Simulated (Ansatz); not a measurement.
# armchair graphene nanoribbon (N = 5, H/H2 edges): bands by functional and under strain

Aim: is the armchair graphene nanoribbon (N = 5, H/H2 edges) a metal or a semiconductor?

Program: Ansatz 0.2.0. Level of theory: DFT PBE, plane waves, PAW; relaxation of a wire's period, in the first sound run; inputs show where later runs differ. Results are calculated unless marked as measured.

## (1) Starting point

The cell holds 16 atoms: 10 C and 6 H. Cell: a = 13.417 Å, b = 8.760 Å, c = 4.260 Å, α = 90.0°, β = 90.0°, γ = 90.0°. Vacuum lies along a and b. The structure's axis is c.

## (2) Relaxing the period

Band widths follow the bond lengths, so the wire is relaxed first. The atoms and the third cell vector are free; the box across stays fixed as vacuum. Moments are seeded so that a magnetic state can form if it lies lower. A Fermi-Dirac smearing is set since the result may be a metal. The pressure printed is a third of the stress's trace over the whole box, vacuum included; only the stress along the axis is relaxed.

input.yaml reads:

```yaml
crystal:
  lattice:
    - [13.417, 0.0, 0.0]
    - [0.0, 8.76, 0.0]
    - [0.0, 0.0, 4.26]
  atoms:
    - { symbol: C, position: [0.329928239, 0.5, 0.0], spin: 0.5 }
    - { symbol: C, position: [0.51324136, 0.5, 0.0] }
    - { symbol: C, position: [0.696554481, 0.5, 0.0], spin: -0.5 }
    - { symbol: C, position: [0.329928239, 0.5, 0.333333333], spin: 0.5 }
    - { symbol: C, position: [0.51324136, 0.5, 0.333333333] }
    - { symbol: C, position: [0.696554481, 0.5, 0.333333333], spin: -0.5 }
    - { symbol: H, position: [0.739155418, 0.600456621, 0.410798122] }
    - { symbol: H, position: [0.739155418, 0.399543379, 0.410798122] }
    - { symbol: H, position: [0.260863084, 0.5, 0.458920188] }
    - { symbol: C, position: [0.4215848, 0.5, 0.5] }
    - { symbol: C, position: [0.604897921, 0.5, 0.5] }
    - { symbol: C, position: [0.4215848, 0.5, 0.833333333] }
    - { symbol: C, position: [0.604897921, 0.5, 0.833333333] }
    - { symbol: H, position: [0.260863084, 0.5, 0.874413146] }
    - { symbol: H, position: [0.739155418, 0.600456621, 0.922535211] }
    - { symbol: H, position: [0.739155418, 0.399543379, 0.922535211] }
magnetization:
  spin_polarized: true
kpoints:
  mp_grid: { grid: [1, 1, 19] }
scf:
  occupations: { method: fermi_dirac, width: 0.05 }
hamiltonian:
  xc: pbe
relax:
  cell: { fix: [a, b, alpha, beta, gamma] }
  max_steps: 60
```

Command:

```console
ansatz run input.yaml --threads 8 --pin off --max-ram 16384MiB --backend cpu --events-out ev --progress --plain --runs-dir out
```

Numbers of over 12 decimals in the logs are rounded to 6 here.

Log:

```text
Engine: ansatz 0.2.0, aarch64-unknown-linux-gnu
Pseudopotentials: kind: paw
Pseudopotential: C, paw, valence charge 4, recommended cutoff 420 eV (normal), C.paw.azcp
Pseudopotential: H, paw, valence charge 1, recommended cutoff 420 eV (normal), H.paw.azcp
Functional definition: PBE
  parameter kappa = 0.804
  parameter beta = 0.066725
  exchange = pbe_x(kappa = kappa, mu = beta*pi^2/3)
  correlation = pbe_c(beta = beta)
Crystal: 16 atoms, lattice volume = 500.690 Å³
Basis set: ecut = 420 eV, 9795 PW (Γ), exchange–correlation on 180×120×60 points (8 copies of the dense FFT grid, shifted against one another)
Bands: 40, of which v1, the nominal top of the filled ones, is band 23 counted from 1 (22 counted from 0)
Symmetry: 4 space group operations
Space group: Pmm2 (ITA 25), of the structure as read, at distance tolerance 7.9e-5 Å
Magnetic group: BNS 25.57 (UNI 155), of the structure as read, at distance tolerance 7.9e-5 Å
k-points: 10 of 19
Non-local potential: C, projectors of the file, l = 0: 2, l = 1: 2, l = 2: 1
Non-local potential: H, projectors of the file, l = 0: 2, l = 1: 1
PAW form: soft (Blöchl's): semilocal exchange-correlation on the pseudo side does not see the compensation charge
PAW one-centre angular grid: C, 110 points (default); XC on 64 Gauss nodes
PAW one-centre angular grid: H, 110 points (default); XC on 64 Gauss nodes
Initial density: superposition of atomic densities (neutral atoms: chi_scale 0, normalization atom)
Starting moments: Σ|m| = 2 μB on 4 of 16 sites
Starting magnetic order: compensated ferrimagnet; no operation exchanges its spin sublattices
Initial wavefunctions: pseudopotential atomic-orbital guess
Functional: x = pbe(κ = 0.804, μ = 0.219515), c = pbe(β = 0.066725)
SCF iter   1: F=—  HF=-2613.653157 eV  |F-HF|=—  |Δ(HF+E_count)|=         —  Δρ=3.55e-2 (↑3.55e-2 ↓3.43e-2)  dr2=2.55e1  dr2_m=3.16e-1  M=0.000 μB ∫|m|=0.321 μB  β_m=0.30  ethr=3.10e-3  ⟨swp⟩=6.8  Hψ=4119  notcnv=0  defer=83
preconditioner: auto → Resta (q_TF=auto, 1.833 Å⁻¹)  ε∞=1.5  [insulator: Δε(μ)=2.018 eV  Ē_g=16.379 eV  σ=0.050 eV  W_gap=1.00  n_scr=52 (ndim 8)  ℏωp=11.1 eV  f_vac=0.638  D(μ)=0.00/eV (n_scr^D=0)  ε∞_Penn≈1.5  vacuum switching on, ρ_ref=1.9e-2 e/Å³]
spin=Collinear: Resta preconditioning applied to the charge; magnetization (m = ρ↑ − ρ↓) channel mixes plain (no charge-response kernel on spin).
SCF iter   2: F=—  HF=-2606.999025 eV  |F-HF|=—  |Δ(HF+E_count)|=    6.65e0  Δρ=2.17e-2 (↑2.17e-2 ↓2.15e-2)  dr2=8.13e0  dr2_m=1.66e-1  M=0.000 μB ∫|m|=0.252 μB  β_m=0.30  ethr=3.10e-3  ⟨swp⟩=3.1  Hψ=1635  notcnv=0  defer=218
SCF iter   3: F=—  HF=-2604.241968 eV  |F-HF|=—  |Δ(HF+E_count)|=    2.76e0  Δρ=8.46e-3 (↑7.87e-3 ↓8.46e-3)  dr2=5.41e-1  dr2_m=8.82e-2  M=0.000 μB ∫|m|=0.200 μB  β_m=0.30  ethr=3.10e-3  ⟨swp⟩=5.0  Hψ=1604  notcnv=0  defer=218
SCF iter   4: F=—  HF=-2604.147674 eV  |F-HF|=—  |Δ(HF+E_count)|=   9.43e-2  Δρ=3.88e-3 (↑3.88e-3 ↓3.37e-3)  dr2=3.68e-2  dr2_m=4.66e-2  M=0.000 μB ∫|m|=0.156 μB  β_m=0.30  ethr=1.18e-3  ⟨swp⟩=2.7  Hψ=1409  notcnv=0  defer=216
SCF iter   5: F=—  HF=-2604.166158 eV  |F-HF|=—  |Δ(HF+E_count)|=   1.85e-2  Δρ=2.54e-3 (↑2.54e-3 ↓2.40e-3)  dr2=7.42e-3  dr2_m=2.52e-2  M=0.000 μB ∫|m|=0.123 μB  β_m=0.30  ethr=8.00e-5  ⟨swp⟩=2.2  Hψ=1127  notcnv=0  defer=216
SCF iter   6: F=—  HF=-2604.175738 eV  |F-HF|=—  |Δ(HF+E_count)|=   9.58e-3  Δρ=1.76e-3 (↑1.72e-3 ↓1.76e-3)  dr2=6.92e-4  dr2_m=1.37e-2  M=0.000 μB ∫|m|=0.096 μB  β_m=0.30  ethr=1.61e-5  ⟨swp⟩=2.0  Hψ=1031  notcnv=0  defer=216
SCF iter   7: F=—  HF=-2604.181363 eV  |F-HF|=—  |Δ(HF+E_count)|=   5.63e-3  Δρ=1.30e-3 (↑1.28e-3 ↓1.30e-3)  dr2=1.08e-4  dr2_m=7.57e-3  M=0.000 μB ∫|m|=0.075 μB  β_m=0.30  ethr=1.50e-6  ⟨swp⟩=2.0  Hψ=1013  notcnv=0  defer=216
Mixer restart at iter 7: flushing history
spin-set hold released at iteration 7 (site moments contracting): the magnetisation degrees of freedom join the quasi-Newton model from the next iteration; the mixer history was flushed
SCF iter   8: F=—  HF=-2604.184393 eV  |F-HF|=—  |Δ(HF+E_count)|=   3.03e-3  Δρ=9.63e-4 (↑9.57e-4 ↓9.63e-4)  dr2=4.68e-5  dr2_m=4.21e-3  M=0.000 μB ∫|m|=0.059 μB  β_m=0.65  ethr=2.34e-7  ⟨swp⟩=2.5  Hψ=1192  notcnv=0  defer=216
SCF iter   9: F=—  HF=-2604.188245 eV  |F-HF|=—  |Δ(HF+E_count)|=   3.85e-3  Δρ=8.54e-5 (↑7.08e-5 ↓8.54e-5)  dr2=1.72e-5  dr2_m=2.66e-5  M=0.000 μB ∫|m|=0.007 μB  β_m=0.75  ethr=1.02e-7  ⟨swp⟩=3.0  Hψ=1692  notcnv=0  defer=216
SCF iter  10: F=—  HF=-2604.188164 eV  |F-HF|=—  |Δ(HF+E_count)|=   8.11e-5  Δρ=4.29e-5 (↑4.29e-5 ↓3.14e-5)  dr2=3.97e-5  dr2_m=3.88e-6  M=0.000 μB ∫|m|=0.003 μB  β_m=0.67  ethr=3.73e-8  ⟨swp⟩=3.0  Hψ=1182  notcnv=0  defer=216
SCF iter  11: F=—  HF=-2604.188162 eV  |F-HF|=—  |Δ(HF+E_count)|=   2.05e-6  Δρ=1.80e-5 (↑1.80e-5 ↓1.62e-5)  dr2=9.55e-6  dr2_m=7.19e-7  M=0.000 μB ∫|m|=0.001 μB  β_m=0.56  ethr=3.73e-8  ⟨swp⟩=3.0  Hψ=1190  notcnv=0  defer=216
SCF iter  12: F=—  HF=-2604.188161 eV  |F-HF|=—  |Δ(HF+E_count)|=   1.09e-6  Δρ=5.35e-6 (↑4.49e-6 ↓5.35e-6)  dr2=1.26e-7  dr2_m=1.00e-7  M=-0.000 μB ∫|m|=0.000 μB  β_m=0.59  ethr=2.08e-8  ⟨swp⟩=2.2  Hψ=931  notcnv=0  defer=216
SCF iter  13: F=—  HF=-2604.188161 eV  |F-HF|=—  |Δ(HF+E_count)|=   1.27e-7  Δρ=1.46e-6 (↑1.46e-6 ↓1.23e-6)  dr2=2.95e-9  dr2_m=7.80e-9  M=-0.000 μB ∫|m|=0.000 μB  β_m=0.69  ethr=2.17e-10  ⟨swp⟩=4.5  Hψ=2270  notcnv=0
SCF iter  14: F=—  HF=-2604.188161 eV  |F-HF|=—  |Δ(HF+E_count)|=   1.03e-8  Δρ=5.51e-7 (↑4.45e-7 ↓5.51e-7)  dr2=1.60e-9  dr2_m=9.23e-10  M=0.000 μB ∫|m|=0.000 μB  β_m=0.69  ethr=6.42e-12  ⟨swp⟩=3.0  Hψ=1793  notcnv=0
SCF iter  15: F=—  HF=-2604.188161 eV  |F-HF|=—  |Δ(HF+E_count)|=  9.62e-10  Δρ=1.49e-7 (↑1.48e-7 ↓1.49e-7)  dr2=3.96e-10  dr2_m=6.12e-11  M=0.000 μB ∫|m|=0.000 μB  β_m=0.63  ethr=3.48e-12  ⟨swp⟩=3.0  Hψ=1686  notcnv=0
SCF iter  16: F=-2604.188161 eV  HF=-2604.188161 eV  |F-HF|=7.28e-12  |Δ(HF+E_count)|=  2.27e-11  Δρ=5.78e-8 (↑5.78e-8 ↓5.49e-8)  dr2=2.28e-11  dr2_m=1.10e-11  M=0.000 μB ∫|m|=0.000 μB  ethr=1.00e-12  ⟨swp⟩=2.6  Hψ=1352  notcnv=0
WARN: the starting moments were not kept: the SCF closed with an absolute magnetisation of 4.8e-6 μB, where they sum to 2 μB in size (4 sites). That is at most 0.1 of that sum. Measured as dr2_m measures the in/out step, that magnetisation stands 1.6e-12 eV from none, at or under the dr2_threshold of 1.0e-7 eV: it is no larger than a step whose dr2_m would equal this threshold. The system may hold no moment; this SCF [...]
SCF 1 converged in 16 iterations: F = -2604.188161 eV  dr2 = 2.28e-11
[...]
Initial wavefunctions: pseudopotential atomic-orbital guess (no wavefunctions were taken with the density)
iter 1 solved again at ethr=5.63e-7 eV; its pass at ethr=3.10e-3 eV (dr2=2.59e-4 eV) is discarded
SCF iter   1: F=—  HF=-2604.843150 eV  |F-HF|=—  |Δ(HF+E_count)|=         —  Δρ=3.91e-5 (↑3.91e-5 ↓3.91e-5)  dr2=2.13e-6  dr2_m=1.00e-11  M=0.000 μB ∫|m|=0.000 μB  β_m=0.30  ethr=5.63e-7  ⟨swp⟩=6.5  Hψ=7354  notcnv=0  defer=2
preconditioner: auto → Resta (q_TF=auto, 1.828 Å⁻¹)  ε∞=1.7  [insulator: Δε(μ)=2.322 eV  Ē_g=13.739 eV  σ=0.050 eV  W_gap=1.00  n_scr=52 (ndim 8)  ℏωp=11.2 eV  f_vac=0.695  D(μ)=0.00/eV (n_scr^D=0)  ε∞_Penn≈1.7  vacuum switching on, ρ_ref=1.4e-2 e/Å³]
spin=Collinear: Resta preconditioning applied to the charge; magnetization (m = ρ↑ − ρ↓) channel mixes plain (no charge-response kernel on spin).
SCF iter   2: F=—  HF=-2604.843878 eV  |F-HF|=—  |Δ(HF+E_count)|=   7.29e-4  Δρ=2.75e-5 (↑2.75e-5 ↓2.75e-5)  dr2=9.86e-7  dr2_m=5.60e-12  M=0.000 μB ∫|m|=0.000 μB  β_m=0.60  ethr=4.62e-9  ⟨swp⟩=2.1  Hψ=1288  notcnv=0
SCF iter   3: F=—  HF=-2604.844953 eV  |F-HF|=—  |Δ(HF+E_count)|=   1.07e-3  Δρ=3.72e-6 (↑3.72e-6 ↓3.72e-6)  dr2=8.03e-8  dr2_m=3.30e-13  M=0.000 μB ∫|m|=0.000 μB  β_m=0.55  ethr=2.14e-9  ⟨swp⟩=2.2  Hψ=1542  notcnv=0
SCF iter   4: F=—  HF=-2604.844991 eV  |F-HF|=—  |Δ(HF+E_count)|=   3.83e-5  Δρ=9.81e-7 (↑9.81e-7 ↓9.80e-7)  dr2=1.25e-8  dr2_m=7.55e-14  M=0.000 μB ∫|m|=0.000 μB  β_m=0.71  ethr=1.75e-10  ⟨swp⟩=2.1  Hψ=1140  notcnv=0
SCF iter   5: F=—  HF=-2604.845023 eV  |F-HF|=—  |Δ(HF+E_count)|=   3.13e-5  Δρ=3.85e-7 (↑3.85e-7 ↓3.85e-7)  dr2=6.77e-9  dr2_m=1.80e-14  M=0.000 μB ∫|m|=0.000 μB  β_m=0.65  ethr=2.71e-11  ⟨swp⟩=3.0  Hψ=1392  notcnv=0
SCF iter   6: F=—  HF=-2604.845023 eV  |F-HF|=—  |Δ(HF+E_count)|=   1.07e-7  Δρ=1.23e-7 (↑1.23e-7 ↓1.23e-7)  dr2=7.72e-10  dr2_m=4.36e-15  M=0.000 μB ∫|m|=0.000 μB  β_m=0.59  ethr=1.47e-11  ⟨swp⟩=2.0  Hψ=1030  notcnv=0
SCF iter   7: F=-2604.845023 eV  HF=-2604.845023 eV  |F-HF|=2.58e-9  |Δ(HF+E_count)|=  6.38e-10  Δρ=5.09e-8 (↑5.07e-8 ↓5.09e-8)  dr2=4.33e-11  dr2_m=1.37e-15  M=0.000 μB ∫|m|=0.000 μB  ethr=1.00e-12  ⟨swp⟩=5.0  Hψ=2316  notcnv=0
the starting moments were not kept: the SCF closed with an absolute magnetisation of 3.4e-8 μB, where they sum to 2 μB in size (4 sites). That is at most 0.1 of that sum. Measured as dr2_m measures the in/out step, that magnetisation stands 1.0e-16 eV from none, at or under the dr2_threshold of 1.6e-10 eV: it is no larger than a step whose dr2_m would equal this threshold.
SCF 8 converged in 7 iterations: F = -2604.845023 eV  dr2 = 4.33e-11
relax step   8: F+E_penalty+E_count = -2604.84502272 eV  Δ(F+E_penalty+E_count) = -5.960e-3 eV  max|allowed force component| = 2.990e-3 eV/Å  Δτ_max = 0.0000 Å  P = +0.010 GPa  Ω = 507.718 Å³  fix = [a, b, alpha, beta, gamma]  reactions: a -0.002, b +0.003 GPa  stress off target by 3.00e-2 GPa on what of the cell is left free  SCF on the basis re-selected at this cell (its energy is not comparable with the rows above)  (7 SCF iters)
basis re-selected at this cell: Δ(F+E_penalty+E_count) = -5.960e-3 eV, ΔP = +0.017 GPa vs the last step (what re-selecting the basis moved, of the pressure what is left beyond the Pulay correction that the steps carried, after the strain that the cell walked since its last selection, with what the two solves' SCF thresholds leave and, on support functions, any second-order correction that the steps lacked; it is no m [...]
SCF converged after 7 iterations
Magnetization: 0.0000 μB (23.0000 up, 23.0000 down)
Absolute magnetization: 0.0000 μB (∫|ρ↑−ρ↓|, with the PAW one-centre terms)
Spin contamination: 0.0000 ħ² per cell (⟨S²⟩ above its minimum at these occupations)
Per-site moments (μB) at R_I (Å): [(-1.3246984640599757e-9, 0.448811), (-3.621635240636575e-10, 0.586334), (-1.0702349209492234e-9, 0.454696), (-1.3246984527358886e-9, 0.448811), (-3.621635302497538e-10, 0.586334), (-1.070234938782288e-9, 0.454696), (6.002285153858865e-11, 0.454696), (6.002285153859009e-11, 0.454696), (1.0786475852264662e-9, 0.448811), (2.4127407101325925e-10, 0.586334), (7.095312124535387e-10, 0.573520), (2.4127407578278577e-10, 0.586334), (7.095311806861312e-10, 0.573520), (1.0786476095205586e-9, 0.448811), (6.002284503928129e-11, 0.454696), (6.002284503928293e-11, 0.454696)]
Free energy (F): -2604.845023 eV
Harris-Foulkes:  -2604.845023 eV  (|F-HF|=2.58e-9)
Internal energy: -2604.845023 eV  (E = F + TS)
E sigma→0 (E₀):  -2604.845023 eV
Fermi energy:    -1.439496 eV
--- Per-component energies (eV) ---
  E_band       = -471.104843
  E_kinetic    = 991.105131
  E_local      = -8361.498552  (includes V_loc(G=0)·N_el)
  E_nonlocal   = 282.175219
  E_hartree    = 3676.295885
  E_xc         = -533.731496
  E_vxc        = -663.386084  (∫ρ·V_xc dr)
  E_paw        = -996.699825  (= ΣΔE_a)
  E_vpaw       = -72.084217  (= ΣTr[D̂ρ^β])
  E_aug_tail   = -0.008171  (compensation charges beyond the density's cutoff)
  E_ewald      = 2337.516786
  E_smearing   = -0.000000  (= −TS)
  E_closure    = -0.000000  (closes the sum)
  Σ components = -2604.845023   (vs F -2604.845023, Δ=0.00e0)
--- Forces (eV/Å), atoms counted from 1 ---
  atom   1  C     -0.00049957     0.00000000    -0.00298951
  atom   2  C      0.00065125    -0.00000000    -0.00184891
  atom   3  C      0.00136878     0.00000000    -0.00011754
  atom   4  C     -0.00049957     0.00000000     0.00298951
  atom   5  C      0.00065125     0.00000000     0.00184891
  atom   6  C      0.00136878     0.00000000     0.00011754
  atom   7  H     -0.00006959    -0.00086167    -0.00043728
  atom   8  H     -0.00006959     0.00086167    -0.00043728
  atom   9  H     -0.00030858     0.00000000    -0.00074698
  atom  10  C      0.00079146    -0.00000000    -0.00193853
  atom  11  C     -0.00186462     0.00000000    -0.00108813
  atom  12  C      0.00079146    -0.00000000     0.00193853
  atom  13  C     -0.00186462     0.00000000     0.00108813
  atom  14  H     -0.00030858     0.00000000     0.00074698
  atom  15  H     -0.00006959    -0.00086167     0.00043728
  atom  16  H     -0.00006959     0.00086167     0.00043728
  max |Σ_I F_I| component: 9.37e-7 eV/Å
--- Stress (GPa, compression-positive) ---
       -0.001529       0.000000       0.000000
        0.000000       0.002837       0.000000
        0.000000       0.000000       0.030000
  P = ⅓ Tr σ = 0.0104 GPa (0.104 kbar)
--- Relaxed structure (7 steps of the walk, 7 accepted, 1 SCFs on fresh bases) ---
  F+E_penalty+E_count = -2604.84502272 eV   max|allowed force component| = 2.990e-3 eV/Å   (the final SCF, on the basis selected at the relaxed cell)
  cell:  # Å, volume = 507.7184 Å³
    - [13.417, 0.0, 0.0]
    - [0.0, 8.76, 0.0]
    - [0.0, 0.0, 4.319797]
  atoms:
    - { symbol: C, position: [0.328940, 0.500000, 0.00816621] }
    - { symbol: C, position: [0.510588, 0.500000, -0.00121911] }
    - { symbol: C, position: [0.700666, 0.500000, -0.010556] }
    - { symbol: C, position: [0.328940, 0.500000, 0.325167] }
    - { symbol: C, position: [0.510588, 0.500000, 0.334552] }
    - { symbol: C, position: [0.700666, 0.500000, 0.343889] }
    - { symbol: H, position: [0.743688, 0.599118, 0.426698] }
    - { symbol: H, position: [0.743688, 0.400882, 0.426698] }
    - { symbol: H, position: [0.257470, 0.500000, 0.444177] }
    - { symbol: C, position: [0.418927, 0.500000, 0.499543] }
    - { symbol: C, position: [0.601414, 0.500000, 0.505739] }
    - { symbol: C, position: [0.418927, 0.500000, 0.833791] }
    - { symbol: C, position: [0.601414, 0.500000, 0.827594] }
    - { symbol: H, position: [0.257470, 0.500000, 0.889156] }
    - { symbol: H, position: [0.743688, 0.599118, 0.906636] }
    - { symbol: H, position: [0.743688, 0.400882, 0.906636] }
```

The job ended after 48 s (8 threads of Arm Neoverse V1, shared host; peak memory 1.3 GiB).

The steps of the relaxation:

```tsv
step	energy less that of the first step (eV)	largest force component (eV/Å)	pressure (GPa)	volume (Å³)
1	0.0000	2.6488	1.86	500.69
2	-0.5712	0.9997	0.60	505.25
3	-0.6458	0.3142	0.10	507.15
4	-0.6456	0.3254	0.02	508.03
5	-0.6508	0.0488	0.00	507.65
6	-0.6509	0.0109	-0.01	507.70
7	-0.6509	0.0025	-0.01	507.72
8*	-0.6569	0.0030	0.01	507.72
```

Relaxation steps marked * repeat the geometry before them on a plane-wave basis chosen anew for their cell, so energy and pressure can jump there.

Forces are held to the 4 operations that the run works with; a distortion that breaks them can't arise in this run.

```tsv
cell as run	before	after	change
c (Å)	4.260	4.320	+1.4 %
```

The atoms that moved most (Å, along periodic axes as changes of fractional coordinates times the final cell, across vacuum about the mean position):

```tsv
atom	dx	dy	dz	length
H7	0.061	-0.012	0.069	0.092
H8	0.061	0.012	0.069	0.092
H15	0.061	-0.012	-0.069	0.092
H16	0.061	0.012	-0.069	0.092
H9	-0.046	0.000	-0.064	0.078
H14	-0.046	0.000	0.064	0.078
C6	0.055	0.000	0.046	0.072
C3	0.055	0.000	-0.046	0.072
```

This step gave:

```
cell length along the wire : 4.320 Å
```

The cell's length comes to 4.320 Å with no moment.

(Continued in part 2 of 3.)

[Logs are printed without paths, hosts, clocks, repeated set-up lines and the standing remarks that a program may print on its own settings, such as how far it seeks lower states.]

[Hosts, paths, dates, database ids (printed as entryN), source tags and the programs' standing remarks are cut or masked in the printed files.]
